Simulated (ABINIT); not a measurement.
# Hf (P6_3/mmc) in ABINIT: a series of runs

The runs below take Hf through relaxation of cell and atoms, with PBE.

Everything below comes from runs of ABINIT 10.8.3 (patched build). Logs are shortened: lines on timing, memory, paths and dates and some standing lists are left out, and cuts for length are marked. The log counts tension as positive stress, the text compression.

### Step 1. The crystal as given

It takes space group P6_3/mmc (No. 194, hexagonal). Conventional cell: a = 3.197 Å, b = 3.197 Å, c = 5.058 Å, α = 90.00°, β = 90.00°, γ = 120.00°. Hf (site symmetry -6m2) is surrounded by 12 Hf at 3.13 to 3.20 Å.

### Step 2. Relaxation of cell and atoms, PBE, target pressure 10 GPa, at which the enthalpy is minimised

Contents of run.abi:

```
# Pseudopotentials
pp_dirpath "./"
pseudos "Hf.GGA_PBE-JTH.xml"

# Structure
acell 3*1.0
rprim
     6.0408875026     0.0000000000     0.0000000000
    -3.0204437513     5.2315620387     0.0000000000
     0.0000000000     0.0000000000     9.5578567931
ntypat 1
znucl 72
natom 2
typat 1 1
xred
     0.6666666667     0.3333333333     0.7500000000
     0.3333333333     0.6666666667     0.2500000000
chkprim 0
chksymtnons 0
tolsym 1.0e-6

# Plane-wave basis
ecut 517.016339 eV
pawecutdg 38.0
pawxcdev 0

# k points
kptopt 1
ngkpt 10 10 5
nshiftk 1
shiftk 0.0 0.0 0.0

# Exchange and correlation
ixc 11

# Bands and occupations
nband 16
occopt 3
tsmear 0.05 eV

# SCF cycle
nstep 100
tolvrs 1.0e-9

# Output
iomode 3
prtwf 0
prtden 0
prteig 0
prtebands 0
enunit 2

# Relaxation
ionmov 2
ntime 60
tolmxf 0.0005
optcell 2
dilatmx 1.08
ecutsm 0.5
strtarget 3*-3.398931e-04 3*0.0
```

Potentials or basis: JTH PAW PBE v2.0.

Launch:

```bash
> abinit run.abi > log 2>&1
```

run.abo:

```text
.Version 10.8.3 of ABINIT
 Symmetries : space group P6_3/m m c (#194); Bravais hP (primitive hexag.)
================================================================================
 Values of the parameters that define the memory need of the present run
     intxc =       0    ionmov =       2      iscf =      17    lmnmax =      18
     lnmax =       6     mgfft =      45  mpssoang =       3    mqgrid =    3001
     natom =       2  nloc_mem =       2    nspden =       1   nspinor =       1
    nsppol =       1      nsym =      24    n1xccc =       1    ntypat =       1
    occopt =       3   xclevel =       2
       mpw =        1525          nfft =       32805          nkpt =          42
 PAW method is used; the additional fine FFT grid is defined by:
   mgfftf=        60    nfftf =     96000
================================================================================
================================================================================

--------------------------------------------------------------------------------
------------- Echo of variables that govern the present computation ------------
--------------------------------------------------------------------------------
 -outvars: echo values of preprocessed input variables --------
            acell      1.0000000000E+00  1.0000000000E+00  1.0000000000E+00 Bohr
              amu      1.78490000E+02
          chkprim           0
      chksymtnons           0
          dilatmx      1.08000000E+00
             ecut      1.90000000E+01 Hartree
           ecutsm      5.00000000E-01 Hartree
           enunit           2
           ionmov           2
              ixc          11
         kptrlatt       10    0    0      0   10    0      0    0    5
          kptrlen      4.77892840E+01
            natom           2
            nband          16
            ngfft          27      27      45
          ngfftdg          40      40      60
             nkpt          42
            nstep         100
             nsym          24
            ntime          60
           ntypat           1
           occopt           3
          optcell           2
        pawecutdg      3.80000000E+01 Hartree
         pawxcdev           0
           prtden           0
        prtebands           0
           prteig           0
            prtwf           0
            rprim      6.0408875026E+00  0.0000000000E+00  0.0000000000E+00
                      -3.0204437513E+00  5.2315620387E+00  0.0000000000E+00
                       0.0000000000E+00  0.0000000000E+00  9.5578567931E+00
          spgroup         194
        strtarget     -3.39893100E-04 -3.39893100E-04 -3.39893100E-04
                       0.00000000E+00  0.00000000E+00  0.00000000E+00
           tolmxf      5.00000000E-04
           tolsym      1.00000000E-06
           tolvrs      1.00000000E-09
           tsmear      1.83746611E-03 Hartree
            typat      1  1
           useylm           1
           xangst      1.5983499989E+00  9.2280780214E-01  3.7933499974E+00
                      -2.7817247100E-16  1.8456156043E+00  1.2644499991E+00
            xcart      3.0204437513E+00  1.7438540129E+00  7.1683925948E+00
                      -5.2566978596E-16  3.4877080258E+00  2.3894641983E+00
             xred      6.6666666667E-01  3.3333333333E-01  7.5000000000E-01
                       3.3333333333E-01  6.6666666667E-01  2.5000000000E-01
            znucl       72.00000

================================================================================

 chkinp: Checking input parameters for consistency.

================================================================================
== DATASET  1 ==================================================================

--- !DatasetInfo
iteration_state: {dtset: 1, }
dimensions: {natom: 2, nkpt: 42, mband: 16, nsppol: 1, nspinor: 1, nspden: 1, mpw: 1525, }
cutoff_energies: {ecut:  19.0, pawecutdg:  38.0, }
electrons: {nelect:   2.40000000E+01, charge:   0.00000000E+00, occopt:   3.00000000E+00, tsmear:   1.83746611E-03, }
meta: {optdriver: 0, ionmov: 2, optcell: 2, iscf: 17, paral_kgb: 0, }
...

 Exchange-correlation functional for the present dataset will be:
  GGA: Perdew-Burke-Ernzerhof functional - ixc=11
  J.P.Perdew, K.Burke, M.Ernzerhof, PRL 77, 3865 (1996)

 Real(R)+Recip(G) space primitive vectors, cartesian coordinates (Bohr,Bohr^-1):
 R(1)=  6.0408875  0.0000000  0.0000000  G(1)=  0.1655386  0.0955737  0.0000000
 R(2)= -3.0204438  5.2315620  0.0000000  G(2)=  0.0000000  0.1911475  0.0000000
 R(3)=  0.0000000  0.0000000  9.5578568  G(3)=  0.0000000  0.0000000  0.1046260
 Unit cell volume ucvol=  3.0205960E+02 bohr^3
 Angles (23,13,12)=  9.00000000E+01  9.00000000E+01  1.20000000E+02 degrees

 Coarse grid specifications (used for wave-functions):
[... 310 lines left out ...]

 Difference of energy with previous step (new-old):
           Absolute (Ha)= 3.34725E-03
           Relative     = 3.34496E-05

--- Iteration: ( 4/60) Internal Cycle: (1/1)
--------------------------------------------------------------------------------

---SELF-CONSISTENT-FIELD CONVERGENCE--------------------------------------------
[... 74 lines left out ...]
  5.89292545123921E+00  0.00000000000000E+00  0.00000000000000E+00
 -2.94646272561961E+00  5.10342314342441E+00  0.00000000000000E+00
  0.00000000000000E+00  0.00000000000000E+00  9.31564203969665E+00
 Unitary Cell Volume (ucvol) [Bohr^3]=  2.80159476955003E+02
 Angles (23,13,12)= [degrees]
  9.00000000000000E+01  9.00000000000000E+01  1.19999999999789E+02
 Lengths [Bohr]
  5.89292545123921E+00  5.89292545127678E+00  9.31564203969665E+00
 Stress tensor in cartesian coordinates (strten) [Ha/bohr^3]
 -3.38233578789392E-04  0.00000000000000E+00  0.00000000000000E+00
  0.00000000000000E+00 -3.38233579748694E-04  0.00000000000000E+00
  0.00000000000000E+00  0.00000000000000E+00 -3.41772692621575E-04
 Total energy (etotal) [Ha]= -1.00066933308176E+02

 Difference of energy with previous step (new-old):
           Absolute (Ha)=-2.66581E-04
           Relative     =-2.66403E-06

 At Broyd/MD step   4, gradients are converged :
  max grad (force/stress) = 1.8796E-04 < tolmxf= 5.0000E-04 ha/bohr (free atoms)

================================================================================

 ----iterations are completed or convergence reached----

 Mean square residual over all n,k,spin=   80.117E-10; max=  24.834E-07
 reduced coordinates (array xred) for    2 atoms
       0.666666666667      0.333333333333      0.750000000000
       0.333333333333      0.666666666667      0.250000000000
 rms dE/dt=  2.6382E-27; max dE/dt=  2.1541E-27; dE/dt below (all hartree)
    1      -0.000000000000      0.000000000000      0.000000000000
    2       0.000000000000     -0.000000000000      0.000000000000

 cartesian coordinates (angstrom) at end:
    1      1.55920092611525     0.90020507442101     3.69721910174482
    2     -0.00000000000000     1.80041014884201     1.23240636724827

 cartesian forces (hartree/bohr) at end:
    1      0.00000000000000    -0.00000000000000    -0.00000000000000
    2     -0.00000000000000     0.00000000000000    -0.00000000000000
 frms,max,avg= 3.2237840E-28 4.2209241E-28   0.000E+00  0.000E+00  0.000E+00 h/b

 cartesian forces (eV/Angstrom) at end:
    1      0.00000000000000    -0.00000000000000    -0.00000000000000
    2     -0.00000000000000     0.00000000000000    -0.00000000000000
 frms,max,avg= 1.6577364E-26 2.1704864E-26   0.000E+00  0.000E+00  0.000E+00 e/A
 length scales=  5.892925451239  5.892925451277  9.315642039697 bohr
              =  3.118401852231  3.118401852250  4.929625468993 angstroms
 Fermi (or HOMO) energy (hartree) =  -0.05992   Average Vxc (hartree)=  -0.43225
 Eigenvalues (hartree) for nkpt=  42  k points:
 kpt#   1, nband= 16, wtk=  0.00200, kpt=  0.0000  0.0000  0.0000 (reduced coord)
  -2.32728   -2.32359   -1.19878   -1.16376   -1.16376   -1.15780   -1.15780   -1.15777
  -0.33940   -0.20400   -0.02511   -0.01475   -0.01475   -0.00289    0.01887    0.01887
      occupation numbers for kpt#   1
   2.00000    2.00000    2.00000    2.00000    2.00000    2.00000    2.00000    2.00000
   2.00000    2.00000    0.00000    0.00000    0.00000    0.00000    0.00000    0.00000
 prteigrs : prtvol=0 or 1, do not print more k-points.

 Fermi (or HOMO) energy (eV) =  -1.63049   Average Vxc (eV)= -11.76201
 Eigenvalues (   eV  ) for nkpt=  42  k points:
 kpt#   1, nband= 16, wtk=  0.00200, kpt=  0.0000  0.0000  0.0000 (reduced coord)
 -63.32862  -63.22824  -32.62037  -31.66750  -31.66750  -31.50524  -31.50524  -31.50466
  -9.23557   -5.55122   -0.68326   -0.40137   -0.40137   -0.07857    0.51340    0.51340
 prteigrs : prtvol=0 or 1, do not print more k-points.

--- !EnergyTerms
iteration_state     : {dtset: 1, itime: 4, icycle: 1, }
comment             : Components of total free energy in Hartree
kinetic             :  1.08530866770228E+01
hartree             :  1.18225075149825E+01
xc                  : -1.81001815118566E+01
Ewald energy        : -8.00678656843511E+01
psp_core            :  1.59044295934939E+01
local_psp           : -4.64298471175414E-01
PAW spherical_terms : -4.00143160696637E+01
internal            : -1.00066637951548E+02
'-kT*entropy'       : -2.95558002864560E-04
total_energy        : -1.00066933509550E+02
total_energy_eV     : -2.72295997817928E+03
...

--- !EnergyTermsDC
iteration_state     : {dtset: 1, itime: 4, icycle: 1, }
comment             : '"Double-counting" decomposition of free energy'
band_energy         : -2.45382645166629E+01
Ewald energy        : -8.00678656843511E+01
psp_core            :  1.59044295934939E+01
xc_dc               : -2.20262567673976E+01
PAW spherical_terms :  1.06613196247446E+01
internal            : -1.00066637750173E+02
'-kT*entropy'       : -2.95558002864560E-04
total_energy_dc     : -1.00066933308176E+02
total_energy_dc_eV  : -2.72295997269960E+03
...

--- !EnergyTermsWithPAWCore
iteration_state     : {dtset: 1, itime: 4, icycle: 1, }
comment             : 'Components of total free energy, including PAW core contributions'
Total energy        : -3.01569682740286E+04
Total energy DC     : -3.01569682738272E+04
Total energy (eV)   : -8.20612911712386E+05
Total energy DC (eV): -8.20612911706906E+05
...

 Cartesian components of stress tensor (hartree/bohr^3)
  sigma(1 1)= -3.38233579E-04  sigma(3 2)=  0.00000000E+00
  sigma(2 2)= -3.38233580E-04  sigma(3 1)=  0.00000000E+00
  sigma(3 3)= -3.41772693E-04  sigma(2 1)=  0.00000000E+00

-Cartesian components of stress tensor (GPa)         [Pressure=  9.9859E+00 GPa]
- sigma(1 1)= -9.95117545E+00  sigma(3 2)=  0.00000000E+00
- sigma(2 2)= -9.95117548E+00  sigma(3 1)=  0.00000000E+00
- sigma(3 3)= -1.00552998E+01  sigma(2 1)=  0.00000000E+00

== END DATASET(S) ==============================================================
================================================================================

 -outvars: echo values of variables after computation  --------
            acell      5.8929254512E+00  5.8929254513E+00  9.3156420397E+00 Bohr
           etotal     -1.0006693331E+02
            fcart      3.6554275060E-28 -4.2209241091E-28 -0.0000000000E+00
                      -3.6554275060E-28  4.2209241091E-28 -0.0000000000E+00
            rprim      1.0000000000E+00  0.0000000000E+00  0.0000000000E+00
                      -5.0000000000E-01  8.6602540379E-01  0.0000000000E+00
                       0.0000000000E+00  0.0000000000E+00  1.0000000000E+00
           strten     -3.3823357879E-04 -3.3823357975E-04 -3.4177269262E-04
                       0.0000000000E+00  0.0000000000E+00  0.0000000000E+00
           xangst      1.5592009261E+00  9.0020507442E-01  3.6972191017E+00
                      -1.4618345901E-16  1.8004101488E+00  1.2324063672E+00
             xred      6.6666666667E-01  3.3333333333E-01  7.5000000000E-01
                       3.3333333333E-01  6.6666666667E-01  2.5000000000E-01
 Calculation completed.
```

It took 90 s on 1 thread of Arm Neoverse V2, shared host; peak memory 0.16 GiB.

What came out:

```yaml
Free_energy: -2722.9600 eV
Relaxed_volume: 20.76 Å³/atom
Relaxed_cell: a = 3.118 Å, b = 3.118 Å, c = 4.930 Å, α = 90.00°, β = 90.00°, γ = 120.00°
Space_group_after_relaxing_to_0.05_Å: P6_3/mmc (No. 194)
Energy_change_on_relaxing_the_enthalpy_is_what_falls: +50.6 meV/atom
Ionic_steps: 4
Pressure_after_relaxing: 10.0 GPa
Band_gap_on_the_k_mesh: none (metal or under the smearing width)
Valence_electrons_inside_the_program's_atomic_spheres: Hf 9.57 (radii [1.2759] Å)
```

The path:
```tsv
step	energy change (eV)	largest force (eV/Å)	pressure (GPa)	volume (Å³)
1	0.0000	0.0000	0.61	44.76
2	0.0174	0.0000	3.94	43.49
3	0.1085	0.0000	10.38	41.40
4	0.1012	0.0000	9.99	41.52
```

Final structure:
```cif
data_structure
_symmetry_space_group_name_H-M 'P 1'
_symmetry_Int_Tables_number 1
_cell_length_a 3.1184
_cell_length_b 3.1184
_cell_length_c 4.9296
_cell_angle_alpha 90.000
_cell_angle_beta 90.000
_cell_angle_gamma 120.000
_cell_volume 41.52
loop_
_atom_site_label
_atom_site_type_symbol
_atom_site_fract_x
_atom_site_fract_y
_atom_site_fract_z
_atom_site_occupancy
Hf1 Hf 0.66667 0.33333 0.75000 1
Hf2 Hf 0.33333 0.66667 0.25000 1
```

### Step 3. Relaxation of cell and atoms, PBE, target pressure 20 GPa, at which the enthalpy is minimised

run.abi, as its differences from that of step 2:

```diff
@@ -59,2 +59,2 @@
 ecutsm 0.5
-strtarget 3*-3.398931e-04 3*0.0
+strtarget 3*-6.797862e-04 3*0.0
```

Potentials or basis: JTH PAW PBE v2.0.

Launch:

```bash
> abinit run.abi > log 2>&1
```

It took 2.4 min on 1 thread of Arm Neoverse V2, shared host; peak memory 0.16 GiB.

It converged, with:

| Property | Result |
| --- | --- |
| Free energy | -2722.7218 eV |
| Relaxed volume | 19.46 Å³/atom |
| Relaxed cell | a = 3.048 Å, b = 3.048 Å, c = 4.836 Å, α = 90.00°, β = 90.00°, γ = 120.00° |
| Space group after relaxing (to 0.05 Å) | P6_3/mmc (No. 194) |
| Energy change on relaxing (the enthalpy is what falls) | +169.7 meV/atom |
| Ionic steps | 7 |
| Pressure after relaxing | 20.0 GPa |
| Band gap on the k mesh | none (metal or under the smearing width) |
| Valence electrons inside the program's atomic spheres | Hf 9.66 (radii [1.2759] Å) |

Step by step:
| step | energy change (eV) | largest force (eV/Å) | pressure (GPa) | volume (Å³) |
| --- | --- | --- | --- | --- |
| 1 | 0.0000 | 0.0000 | 0.61 | 44.76 |
| 2 | 0.0656 | 0.0000 | 7.87 | 42.16 |
| 3 | 0.3806 | 0.0000 | 21.51 | 38.61 |
| 4 | 0.3350 | 0.0000 | 19.90 | 38.96 |
| 5 | 0.3375 | 0.0000 | 19.98 | 38.94 |
| 6 | 0.3404 | 0.0000 | 20.08 | 38.92 |
| 7 | 0.3394 | 0.0000 | 20.04 | 38.92 |

Final structure:
```cif
data_structure
_symmetry_space_group_name_H-M 'P 1'
_symmetry_Int_Tables_number 1
_cell_length_a 3.0484
_cell_length_b 3.0484
_cell_length_c 4.8365
_cell_angle_alpha 90.000
_cell_angle_beta 90.000
_cell_angle_gamma 120.000
_cell_volume 38.92
loop_
_atom_site_label
_atom_site_type_symbol
_atom_site_fract_x
_atom_site_fract_y
_atom_site_fract_z
_atom_site_occupancy
Hf1 Hf 0.66667 0.33333 0.75000 1
Hf2 Hf 0.33333 0.66667 0.25000 1
```

Levels at points of the mesh, in eV from the Fermi level:
| k point | band 8 | band 9 | band 10 | band 11 | band 12 | band 13 | band 14 | band 15 | band 16 |
| --- | --- | --- | --- | --- | --- | --- | --- | --- | --- |
| (0.00, 0.00, 0.00) | -29.65 | -7.82 | -4.16 | 1.20 | 1.22 | 1.22 | 1.53 | 2.21 | 2.21 |
| (0.50, 0.00, 0.00) | -29.80 | -3.57 | -3.30 | -2.69 | -0.49 | 0.78 | 1.07 | 1.97 | 6.92 |

The run has no spin-orbit coupling, so splittings on Hf are missing.

### Step 4. Relaxation of cell and atoms, PBE, target pressure 30 GPa, at which the enthalpy is minimised

run.abi, as its differences from that of step 3:

```diff
@@ -59,2 +59,2 @@
 ecutsm 0.5
-strtarget 3*-6.797862e-04 3*0.0
+strtarget 3*-1.019679e-03 3*0.0
```

Launch:

```bash
> abinit run.abi > log 2>&1
```

Run time: 2.5 min. Hardware: 1 thread of Arm Neoverse V2, shared host; peak memory 0.16 GiB.

It converged, with:

* Free energy: -2722.4090 eV
* Relaxed volume: 18.45 Å³/atom
* Relaxed cell: a = 2.991 Å, b = 2.991 Å, c = 4.764 Å, α = 90.00°, β = 90.00°, γ = 120.00°
* Space group after relaxing (to 0.05 Å): P6_3/mmc (No. 194)
* Energy change on relaxing (the enthalpy is what falls): +326.1 meV/atom
* Ionic steps: 7
* Pressure after relaxing: 30.0 GPa
* Band gap on the k mesh: none (metal or under the smearing width)
* Valence electrons inside the program's atomic spheres: Hf 9.74 (radii [1.2759] Å)

The path:
| step | energy change (eV) | largest force (eV/Å) | pressure (GPa) | volume (Å³) |
| --- | --- | --- | --- | --- |
| 1 | 0.0000 | 0.0000 | 0.61 | 44.76 |
| 2 | 0.1466 | 0.0000 | 12.28 | 40.86 |
| 3 | 0.7529 | 0.0000 | 32.98 | 36.39 |
| 4 | 0.6433 | 0.0000 | 29.81 | 36.95 |
| 5 | 0.6481 | 0.0000 | 29.95 | 36.93 |
| 6 | 0.6543 | 0.0000 | 30.09 | 36.89 |
| 7 | 0.6521 | 0.0000 | 30.02 | 36.90 |

Final structure:
```
Hf
1.0
     2.99066    0.00000    0.00000
    -1.49533    2.58999    0.00000
     0.00000    0.00000    4.76439
Hf
2
Cartesian
  1.4953 0.8633 3.5733
  0.0000 1.7267 1.1911
```

Levels at points of the mesh, in eV from the Fermi level:
| k point | band 8 | band 9 | band 10 | band 11 | band 12 | band 13 | band 14 | band 15 | band 16 |
| --- | --- | --- | --- | --- | --- | --- | --- | --- | --- |
| (0.00, 0.00, 0.00) | -29.48 | -7.99 | -4.38 | 1.21 | 1.21 | 1.43 | 1.47 | 2.25 | 2.25 |
| (0.50, 0.00, 0.00) | -29.65 | -3.68 | -3.56 | -2.92 | -0.32 | 0.76 | 1.11 | 2.05 | 7.34 |

Caveat: the volume moved by over 15 % at a fixed basis, so the end points are rough. The run has no spin-orbit coupling, so splittings on Hf are missing.

### Step 5. Summary

| cell | gap on the mesh (eV) | pressure (GPa) |
| --- | --- | --- |
| relaxed to 10 GPa | none | 10.0 |
| relaxed to 20 GPa | none | 20.0 |
| relaxed to 30 GPa | none | 30.0 |

Alike in all rows: task relaxation of cell and atoms; level PBE; potentials or basis JTH PAW PBE v2.0; no spin polarisation; k mesh 10 × 10 × 5; cutoff (eV) 517; smearing fermi-dirac 0.05 eV.

Caveats: the volume moved by over 15 % at a fixed basis, so the end points are rough (some runs).

Total energies depend on the potentials used, so only differences within one code and one set of settings carry meaning.
